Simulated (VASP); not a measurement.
# Os (Im-3m) in VASP: settings compared, part 2 of 3

VASP 6.6.1. Earlier steps stand in the parts before.

## 4. Single point, PBEsol

INCAR

```
PREC = Accurate ; ENCUT = 520
EDIFF = 1E-6 ; ISMEAR = 0
SIGMA = 0.5 ; LREAL = F
LASPH = T ; NELM = 60
ALGO = Fast ; ISIF = 2
LWAVE = F ; LCHARG = F
GGA = PS
```

KPOINTS

```
Automatic mesh
0
Gamma
  20 20 20
```

POSCAR

```
Os
1.0
   -1.5319200000      1.5319200000      1.5319200000
    1.5319200000     -1.5319200000      1.5319200000
    1.5319200000      1.5319200000     -1.5319200000
Os
1
Direct
    0.0000000000      0.0000000000      0.0000000000
```

Potentials or basis: VASP PAW PBE potentials, release 64 (Os).

The run is started by

```bash
$ cat potpaw_PBE.64/Os/POTCAR > POTCAR
$ mpirun -np 1 vasp_std > vasp.out
```

OUTCAR:

```text
PREC = Accurate
   ENCUT = 520
   EDIFF = 1E-6
   ISMEAR = 0
   LREAL = F
   LASPH = T
   NELM = 60
   ISIF = 2
   GGA = PS

 ion  position               nearest neighbor table
   1  0.000  0.000  0.000-

  LATTYP: Found a body centered cubic cell.
 ALAT       =     3.0638400000

  Lattice vectors:

 A1 = (  -1.5319200000,   1.5319200000,   1.5319200000)
 A2 = (   1.5319200000,  -1.5319200000,   1.5319200000)
 A3 = (   1.5319200000,   1.5319200000,  -1.5319200000)

Analysis of symmetry for initial positions (statically):
=====================================================================
 Subroutine PRICEL returns:
 Original cell was already a primitive cell.

 Routine SETGRP: Setting up the symmetry group for a
 body centered cubic supercell.

 Subroutine GETGRP returns: Found 48 space group operations
 (whereof 48 operations were pure point group operations)
 out of a pool of 48 trial point group operations.

The static configuration has the point symmetry O_h .

Analysis of symmetry for dynamics (positions and initial velocities):
=====================================================================
[... 154 lines left out ...]
  free energy    TOTEN  =       -11.40583068 eV

  energy without entropy =      -11.22295346  energy(sigma->0) =      -11.31439207

 E-fermi :   9.1733     XC(G=0): -13.9831

 val. band max:        9.1717870322   @ k =   0.1000   0.0500   0.0000
 cond. band min:       9.1801936596   @ k =   0.5000   0.5000   0.3500
 fundamental gap:      0.0084066274
 Fermi energy:         9.1733290490

 k-point     1 :       0.0000    0.0000    0.0000
  band No.  band energies     occupation
      1      -1.8493      2.00000
      2       5.7963      2.00000
      3       5.7963      2.00000
      4       5.7963      2.00000
      5       9.1085      1.14541
      6       9.1085      1.14541
      7      25.4094      0.00000
      8      25.4094      0.00000
[... 243 lines left out ...]
 k-point    24 :       0.2500    0.1000   -0.0000
  band No.  band energies     occupation
      1       1.4305      2.00000
      2       4.3886      2.00000
      3       5.3485      2.00000
      4       8.4476      1.95991
      5       9.5935      0.23462
      6      10.0503      0.01313
      7      23.2535      0.00000
      8      24.6603      0.00000

 [... further k-points ...]
[... 5 lines left out ...]
  --------------------------------------------------------------------------------------
  -------------------------------------------------------------------------------------
  Total        0.1382159      0.1382159      0.1382159     -0.0000000      0.0000000     -0.0000000
  in kB       15.3992734     15.3992734     15.3992734     -0.0000000      0.0000000     -0.0000000
  external PRESSURE =      15.3992734 kB  Pullay stress =       0.0000000 kB

 VOLUME and BASIS-vectors are now :
 -----------------------------------------------------------------------------
  energy-cutoff  :      520.00
  volume of cell :       14.38
      direct lattice vectors                 reciprocal lattice vectors
    -1.531920000  1.531920000  1.531920000     0.000000000  0.326387801  0.326387801
     1.531920000 -1.531920000  1.531920000     0.326387801  0.000000000  0.326387801
     1.531920000  1.531920000 -1.531920000     0.326387801  0.326387801  0.000000000

 POSITION                                       TOTAL-FORCE (eV/Angst)
 -----------------------------------------------------------------------------------
      0.00000      0.00000      0.00000         0.000000      0.000000     -0.000000
 -----------------------------------------------------------------------------------
    total drift:                                0.000000      0.000000      0.000000

  FREE ENERGIE OF THE ION-ELECTRON SYSTEM (eV)
  ---------------------------------------------------
  free  energy   TOTEN  =       -11.4058306821 eV

  energy  without entropy=      -11.2229534624  energy(sigma->0) =      -11.31439207
```

OSZICAR:

```text
N       E                     dE             d eps       ncg     rms          rms(c)
DAV:   1     0.283991193995E+02    0.28399E+02   -0.42675E+03  4408   0.919E+02
DAV:   2    -0.112497368863E+02   -0.39649E+02   -0.37753E+02  4296   0.213E+02
DAV:   3    -0.120799266037E+02   -0.83019E+00   -0.81666E+00  5240   0.293E+01
DAV:   4    -0.120824734070E+02   -0.25468E-02   -0.25433E-02  5488   0.167E+00
DAV:   5    -0.120824770959E+02   -0.36889E-05   -0.36871E-05  5320   0.351E-02    0.175E+01
RMM:   6    -0.115516735293E+02    0.53080E+00   -0.36974E-01  4096   0.590E+00    0.762E+00
RMM:   7    -0.114084563390E+02    0.14322E+00   -0.42889E-01  4183   0.524E+00    0.576E-01
RMM:   8    -0.114083623413E+02    0.93998E-04   -0.19998E-02  4404   0.229E+00    0.106E+00
RMM:   9    -0.114089796682E+02   -0.61733E-03   -0.46370E-03  4475   0.602E-01    0.207E-01
RMM:  10    -0.114060148343E+02    0.29648E-02   -0.64226E-03  4223   0.112E+00    0.110E+00
RMM:  11    -0.114058562121E+02    0.15862E-03   -0.26042E-04  4470   0.249E-01    0.728E-01
RMM:  12    -0.114058388957E+02    0.17316E-04   -0.16688E-05  4533   0.393E-02    0.443E-01
RMM:  13    -0.114058331887E+02    0.57071E-05   -0.31507E-06  4045   0.224E-02    0.273E-01
RMM:  14    -0.114058306442E+02    0.25445E-05   -0.37144E-06  4083   0.145E-02    0.539E-02
RMM:  15    -0.114058306821E+02   -0.37959E-07   -0.38614E-07  2639   0.732E-03
   1 F= -.11405831E+02 E0= -.11314392E+02  d E =-.182877E+00
```

stdout:

```text
POSCAR found type information on POSCAR Os
 POSCAR found :  1 types and       1 ions
 scaLAPACK will be used
 -----------------------------------------------------------------------------
|                                                                             |
|                                                                             |
|     You enforced a specific xc type in the INCAR file but a different       |
|     I HOPE YOU KNOW WHAT YOU ARE DOING!                                     |
|                                                                             |
 -----------------------------------------------------------------------------

 LDA part: xc-table for (Slater+PW92), standard interpolation
 POSCAR, INCAR and KPOINTS ok, starting setup
 FFT: planning ... GRIDC
 FFT: planning ... GRID_SOFT
 FFT: planning ... GRID
 WAVECAR not read
 entering main loop
```

Wall time 17 s (1 thread of Intel Xeon Platinum 8488C (Sapphire Rapids), shared host); peak memory 0.14 GiB.

Results:

```
Free energy            : -11.4058 eV
Pressure               : 1.5 GPa
Band gap on the k mesh : none (metal or under the smearing width)
```

Caveat: the PAW data sets were made with another functional, which shifts forces and pressure a little. Spin-orbit coupling is left out, which matters for the levels of Os.

## 5. Single point, PBEsol

INCAR

```
PREC = Accurate ; ENCUT = 900
EDIFF = 1E-6 ; ISMEAR = 0
SIGMA = 0.1 ; LREAL = F
LASPH = T ; NELM = 60
ALGO = Fast ; ISIF = 2
LWAVE = F ; LCHARG = F
GGA = PS
```

KPOINTS is that of step 4.

POSCAR is that of step 4.

The run is started by

```bash
$ cat potpaw_PBE.64/Os/POTCAR > POTCAR
$ mpirun -np 1 vasp_std > vasp.out
```

Wall time 42 s (1 thread of Intel Xeon Platinum 8488C (Sapphire Rapids), shared host); peak memory 0.22 GiB.

It converged, with:

| Quantity | Value |
| --- | --- |
| Free energy | -11.3193 eV |
| Pressure | 0.2 GPa |
| Band gap on the k mesh | none (metal or under the smearing width) |

Levels at points of the mesh, in eV from the Fermi level:
```csv
k point,band 1,band 2,band 3,band 4,band 5,band 6,band 7,band 8
"(0.00, 0.00, 0.00)",-11.00,-3.36,-3.36,-3.36,-0.06,-0.06,16.26,16.26
"(0.50, 0.00, 0.00)",-7.80,-5.45,-0.22,-0.19,0.59,3.33,9.08,12.49
"(0.50, 0.50, 0.50)",-7.40,-7.40,2.48,2.48,2.48,7.92,7.92,7.92
```

Caveat: the PAW data sets were made with another functional, which shifts forces and pressure a little.

(Continued in part 3 of 3.)
